## What is computed

The energy change is the energy of a crystal cell with one atom displaced, less that of the same cell at rest. Here a tin atom of SnO is shifted by a distance $s$ along a fixed line, in steps, while the other atoms and the cell stay where they were. Density functional theory with the PBEsol functional gives the energy $E$, the force $F$ on the tin along the line, the pressure $P$ and the band gap at each step. The cell holds two tin atoms and repeats, so one of the two makes the same move in every cell.

SnO (Pmn2_1, 4-atom cell) with one Sn atom moved along Cartesian [1 −1 0], the other atoms and the cell fixed. Ansatz 0.2.0, PBEsol, plane-wave PAW (datasets made for PBE), scalar-relativistic, no spin polarisation, cutoff 420 eV, k mesh 8×6×8, Gaussian smearing of 0.05 eV. Energy changes are free energies relative to the undisplaced cell; pressure is positive in compression.

```tsv
displacement (Å)	energy change (eV a cell)	force along direction (eV/Å summed over the moved atoms)	pressure (GPa)	gap on mesh (eV)
-0.2	0.151	1.345	-3.35	1.060
-0.15	0.090	1.099	-2.68	1.109
-0.1	0.042	0.796	-1.91	1.156
-0.05	0.011	0.432	-1.02	1.200
0	0.000	-0.001	-0.01	1.240
0.05	0.012	-0.507	1.16	1.275
0.1	0.052	-1.095	2.48	1.304
0.15	0.123	-1.770	3.99	1.328
0.175	0.172	-2.143	4.81	1.337
0.2	0.231	-2.538	5.69	1.344
```

The tin sits in a minimum along this line, but the well is lopsided. Pushing it forwards by 0.2 Å costs 0.231 eV, pushing it backwards by the same distance only 0.151 eV. The pressure and the gap also tell the two directions apart. These two end rows and the row at rest carry most of the argument.

## Why the two directions may differ at all

Take first a move straight along the axis $a$. The tin lies on a mirror plane perpendicular to that axis, so a step to the left and a step to the right give mirror images of the same crystal. Energy, pressure and gap would have to be the same for $+s$ and $-s$.

The line used here is tilted halfway between $a$ and $b$. Reversing it also reverses the part along $b$, and no symmetry undoes that. The tin's three near oxygens all lie on one side of it along $b$, the side towards which a positive displacement leads. Forwards therefore means, on balance, towards the oxygens, and backwards means away from them.

The bond lengths show this. They follow from the shortest atomic distance at each step, combined with the mirror symmetry, which makes two of the three bonds equal at rest.

| Displacement (Å) | Bond in the mirror plane (Å) | Bond ahead (Å) | Bond behind (Å) |
|---|---|---|---|
| −0.2 | 2.27 | 2.30 | 2.09 |
| 0 | 2.13 | 2.14 | 2.14 |
| 0.2 | 2.00 | 1.99 | 2.22 |

A forward move shortens two bonds strongly and stretches the third a little. A backward move does the reverse.

## The energy as a sum of slopes

The force is the downhill slope of the energy, $F=-\mathrm{d}E/\mathrm{d}s$. For very small displacements only the term proportional to $s$ survives, and the well is a symmetric parabola. Further out, the force needs terms in $s^2$ and $s^3$. A least-squares fit to the forces of all ten rows, integrated once, gives

$$E \approx \tfrac12(9.37)\,s^2+\tfrac13(14.9)\,s^3+\tfrac14(8.4)\,s^4,$$

with $E$ in eV and $s$ in Å.

At 0.2 Å the three terms are 0.187, 0.040 and 0.003 eV. Forwards they all add, which returns 0.231 eV to within rounding. Backwards the middle term changes sign and the sum is 0.151 eV. The energies took no part in the fit, so this shows that the computed forces and energies agree with each other; it doesn't yet explain the cubic term.

The cubic term divided by the quadratic one is about $1.1\,s$. At 0.05 Å the lopsidedness is thus a correction of some five per cent, and at 0.2 Å about a fifth. The row at 0.175 Å is merely an extra point between two regular steps and lies on the same smooth curve. The tiny force at zero displacement is what the relaxation left over.

## Where the asymmetry sits

When the tin is displaced, the other atoms feel forces too. All the forces in the cell must add up to zero, because shifting the whole crystal costs nothing. The restoring force on the tin can therefore be read from the atoms that receive its counterpart.

The other tin atom of the cell feels 0.43 eV/Å forwards along the line in the forward case and 0.39 eV/Å backwards in the backward case. It acts almost like an ordinary spring. The two oxygen atoms together are pushed by 2.11 eV/Å but pulled by only 0.96 eV/Å. At this displacement they carry 96 % of the part of the force that doesn't change sign with $s$, which is the part that makes the well lopsided.

This points to the contact between tin and oxygen as the main source of the lopsided well.

## Springs are not enough

The simplest picture puts three equal harmonic springs in place of the three Sn–O bonds. In that limit a bond resists stretching exactly as much as compression, and only the geometry could favour one direction.

Geometry does have an effect. None of the bonds points exactly along the line, so part of every move is sideways, and a sideways move lengthens a bond whichever way it goes. This takes a little off the shortening of the bond ahead and adds a little to its stretching. Springs consequently make the backward side the stiffer one, whereas in the calculation the forward side is stiffer.

What has to be added is that a real bond isn't symmetric. When two atoms are pressed together, their filled shells overlap and the repulsion climbs steeply. When they are pulled apart, the attraction that holds them fades. This is standard bonding physics, and the Morse potential is a simple form of it. The force with which such a bond pushes its ends apart is

$$f = C\left(e^{-2au}-e^{-au}\right),$$

where $u$ is the change in bond length, $a$ sets how lopsided the bond is, and $C$ sets the scale of the force.

## One bond worked through

Follow the bond ahead. The forward move shortens it from 2.144 to 1.993 Å, so $u=-0.151$ Å. The backward move stretches it to 2.302 Å, so $u=+0.158$ Å. The two changes are almost equal in size, and a spring would answer them almost equally.

With $a = 2.32$ Å$^{-1}$, the value found by the fit described below, the bracket in the force law becomes

$$\text{forwards: } e^{0.70}-e^{0.35}\approx 2.01-1.42\approx 0.6,$$

$$\text{backwards: } e^{-0.73}-e^{-0.37}\approx 0.48-0.69\approx -0.2.$$

The compressed bond pushes almost three times as hard as the stretched bond pulls. The bond in the mirror plane behaves in the same way. The bond behind changes less and makes only a small angle-dependent correction, so the sum over all three keeps the sense of the first two.

## How well the bond picture does

For the whole sum, the three bonds were taken as equal and free of strain at rest, and each force was projected on the line. The constants were fitted by least squares to the force on the oxygens in all ten rows: $a$ and $C$ for the Morse bonds, one stiffness for the springs.

| Force on the oxygens (eV/Å) | At −0.2 Å | At +0.2 Å |
|---|---|---|
| Full calculation | −0.96 | 2.11 |
| Three Morse bonds | −0.96 | 2.11 |
| Three springs | −1.67 | 1.51 |

The Morse bonds follow the computed force with a typical miss of 0.003 eV/Å. Both end rows were part of the fit, so the agreement shows that the picture can account for this summed force, not that it is the only one possible. The two constants are effective values for this motion and shouldn't be read as the strength of a single Sn–O bond. The fit also tests only the sum over the oxygens, not each bond separately. The computed forces on the two oxygens, taken one by one, are each larger forwards than backwards, as the picture asks. Their directions, though, differ clearly from what three simple bonds would give. In the backward end row the oxygen whose two images form the bonds ahead and behind feels 0.45 eV/Å along $a$ and 0.44 eV/Å along $b$, whereas one stretched and one squeezed bond would be expected to nearly cancel along $b$. The small miss therefore belongs to the projected sum alone, and angles or more distant atoms play a real part that three simple bonds leave out.

## Why the pressure changes sign

Positive pressure means that the cell would like to expand. After a forward move the shortened bonds push outwards, and the pressure at 0.2 Å is 5.69 GPa. After a backward move the stretched bonds pull inwards, and it is −3.35 GPa. Near rest the pressure is proportional to $s$ while the energy is proportional to $s^2$, which is why a step that costs only about 0.01 eV already changes the pressure by roughly 1 GPa.

This first-order effect doesn't need lopsided bonds. Springs would show it too, provided that the move shortens bonds on balance. The upward bend of the pressure curve is another matter: it fits the steep repulsion that also shapes the energy.

The pressure slope has a second meaning. Pressure is the slope of the energy against volume $V$, with the sign reversed, and force is its slope against $s$, with the sign reversed. The order of the two derivatives doesn't matter, so

$$\frac{\partial P}{\partial s}=\frac{\partial F}{\partial V}.$$

The slope at rest, 21.8 GPa/Å, therefore also says that a uniform expansion by 1 % of the volume would push the tin forwards with about 0.10 eV/Å. Divided by the stiffness of 9.4 eV/Å$^2$, this is a shift of about 0.01 Å for a tin kept on this line, if nothing else relaxes. The tin follows its oxygens when the cell grows.

Here the three-bond picture reaches its limit. It gives the right sign but only about half of the computed pressure slope. Where the rest comes from was not determined. The other tin is a candidate, since a given force counts for more in the pressure when it acts over a longer distance. It has images on both sides along $b$, however, and only those on the oxygen side would add to the slope; those on the far side would take from it. Bond angles may contribute as well. The pressure is also an average over directions: in the forward end row the stress along $b$ is 7.8 GPa, against less than 5 GPa along the other two axes.

## The gap follows the same sense

The gap on the mesh rises from row to row, from 1.06 eV at the backward end to 1.34 eV at the forward end. The tilt of the line permits this one-way trend for the same reason as before: along $a$ alone, both directions would have to give the same gap. The rise slows down as the tin moves forwards.

One possible cause is that shorter Sn–O bonds raise the empty tin states more than the top of the filled states. This isn't assured: in divalent tin oxides the top of the filled states is itself expected to be an antibonding mixture of tin 5s and oxygen 2p, which shorter bonds would raise too. The distances between tin atoms change as well, and may matter just as much. Both causes are guesses, since the orbitals at the band edges were not examined. PBEsol usually makes gaps too small, and the mesh may miss the true edges, so the direction of the change deserves more trust than the gap itself.

The crystal here, with three near oxygens around each tin, isn't the common form of tin monoxide, so these gaps shouldn't be read as those of ordinary SnO.

## Reading another direction

For a new line, ask which bonds it shortens. Along $a$ alone, one of the two mirror-related bonds shortens as the other lengthens, and the well must be symmetric. Along the mirror image of the present line, every value in the table would return unchanged. Along $b$ alone, towards the oxygens, all three bonds would shorten together, and the bond picture then predicts a lopsided well with its steep side facing the oxygens. The separate force components on the tin already point that way. At 0.2 Å the part that doesn't change sign with $s$ is 0.55 eV/Å along $b$ and −0.30 eV/Å along $a$. The second comes from the coupling of the moves along $a$ and $b$, and at cubic order in the energy the same coupling supplies half that size to the first. About 0.40 eV/Å is left for the move along $b$ alone, directed away from the oxygens.
